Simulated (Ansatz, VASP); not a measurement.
**Two plane-wave programs on Hg2H**

Contents of INCAR:

```
SYSTEM = Hg2H
PREC = Accurate
ENCUT = 520
EDIFF = 1E-7
ISMEAR = 0
SIGMA = 0.1
LREAL = .False.
LASPH = .True.
NELM = 150
ALGO = Normal
ISIF = 2
LWAVE = .False.
LCHARG = .False.
ISPIN = 2
MAGMOM = 3 1 2
LORBIT = 11
GGA = PE
NBANDS = 24
```

File KPOINTS:

```
regular mesh
0
Gamma
  12 12 12
  0 0 0
```

Contents of POSCAR:

```
Hg2H
1.0
    0.0000000000      3.1083424372      3.1083424372
    3.1083424372      0.0000000000      3.1083424372
    3.1083424372      3.1083424372      0.0000000000
Hg H
2 1
Direct
    0.7500000000      0.7500000000      0.7500000000
    0.2500000000      0.2500000000      0.2500000000
    0.0000000000      0.0000000000      0.0000000000
```

Input for Ansatz:

```yaml
crystal:
  lattice:
    - [0.0, 3.1083424372, 3.1083424372]
    - [3.1083424372, 0.0, 3.1083424372]
    - [3.1083424372, 3.1083424372, 0.0]
  atoms:
    - { symbol: Hg, position: [0.75, 0.75, 0.75], spin: 3.0 }
    - { symbol: Hg, position: [0.25, 0.25, 0.25], spin: 1.0 }
    - { symbol: H, position: [0.0, 0.0, 0.0], spin: 2.0 }
basis:
  ecutwfc: 420
kpoints:
  mp_grid: { grid: [12, 12, 12] }
hamiltonian:
  xc: pbe
scf:
  occupations: { method: gaussian, width: 0.1 }
output:
  forces: true
  eigenvalues: true
  stress: true
magnetization:
  spin_polarized: true
```

The cell was built by a generator and needn't be a form met in nature.

Alike in both runs: task single point; functional PBE; k mesh 12 × 12 × 12; occupations gaussian, width 0.1 eV; collinear spin.

|  | VASP | Ansatz |
| --- | --- | --- |
| version | VASP 6.6.1 | Ansatz 0.2.0 |
| potentials or method | VASP PAW PBE potentials, release 64 (Hg, H) | scalar-relativistic, plane waves, PAW |
| plane-wave cutoff (eV) | 520 | 420 |
| valence electrons in the cell | 25 | 41 |

Ansatz gave:

| Quantity | Value |
| --- | --- |
| gap on the k mesh at the Fermi level (eV) | none |
| pressure (GPa) | 0.0 |
| net moment per atom (μB) | 0.00 |

Q: Estimate VASP's values.

A: gap on the k mesh at the Fermi level (eV): none; pressure (GPa): 0.2; net moment per atom (μB): 0.00.

A gap of «none» marks a metal or a gap that the smearing closes. With one functional, cell and mesh, what is left measures potentials, basis and numerics. The two sets of potentials don't hold the same shells in valence. Ansatz warned: «seeded_moment_not_kept».

Spin-orbit coupling is left out, which matters for the levels of Hg.
